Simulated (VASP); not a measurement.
Crystal: Bi.

```
Bi
1.0
    -1.98143    1.98143    1.98143
     1.98143   -1.98143    1.98143
     1.98143    1.98143   -1.98143
Bi
1
Direct
  0.00000 0.00000 0.00000
```

This isn't the form of Bi at room conditions, which is rhombohedral.

```yaml
Program: VASP 6.6.1
Task: relaxation of cell and atoms
Functional: revPBE
Dispersion: D3(BJ)
Potentials_or_basis: VASP PAW PBE potentials, release 64 (Bi_d)
Cutoff: 600 eV
k_mesh: 11 × 11 × 11
Occupations: methfessel-paxton, width 0.1 eV
Spin: no spin polarisation
```

At the start: pressure -2.8 GPa; volume 31.12 Å³/atom.

Problem. How do energy, volume and symmetry change on relaxing?

Solution. Over 3 steps the energy falls by 14.1 meV/atom and the volume is 29.58 Å³/atom (-4.9 %); space group Im-3m (No. 229, to 0.05 Å).

The path:
```
step  energy change (eV)  largest force (eV/Å)  pressure (GPa)  volume (Å³)
   1              0.0000                0.0000           -2.77        31.12
   2             -0.0093                0.0000            1.90        28.76
   3             -0.0141                0.0000            0.04        29.58
```

Final structure:
```
Bi
1.0
    -1.94827    1.94827    1.94827
     1.94827   -1.94827    1.94827
     1.94827    1.94827   -1.94827
Bi
1
Cartesian
  0.0000 0.0000 0.0000
```

Caveat: the PAW data sets were made with another functional, which shifts forces and pressure a little; pairwise dispersion overbinds metals, which lowers pressure and volume.
